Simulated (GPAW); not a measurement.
## SrO: single point with PBEsol

SrO:

```
Sr O
1.0
     0.00000    2.56630    2.56630
     2.56630    0.00000    2.56630
     2.56630    2.56630    0.00000
Sr O
1 1
Direct
  0.50000 0.50000 0.50000
  0.00000 0.00000 0.00000
```

```json
{
  "Program": "GPAW 26.7.0",
  "Task": "single point",
  "Functional": "PBEsol",
  "Potentials or basis": "PAW data sets generated in the run's folder for this functional",
  "Cutoff": "800 eV",
  "Basis": "pw",
  "k mesh": "9 × 9 × 9",
  "Occupations": "gaussian, width 0.1 eV",
  "Spin": "no spin polarisation",
  "Maxiter": "150"
}
```

The pressure is 0.0 GPa and the band gap on the k mesh is 3.31 eV, indirect (least direct gap 3.39 eV).

Levels at points of the mesh, in eV from the valence-band top:
| k point | band 6 | band 7 | band 8 | band 9 | band 10 | band 11 |
| --- | --- | --- | --- | --- | --- | --- |
| (0.00, 0.00, 0.00) | 0.00 | 0.00 | 0.00 | 3.90 | 6.25 | 6.25 |

Wall time 21 s on 1 thread of Arm Neoverse V1, with other jobs on the host, peak memory 0.16 GiB.

Caveat: an odd mesh through Γ misses points on the zone boundary, where band edges often lie.
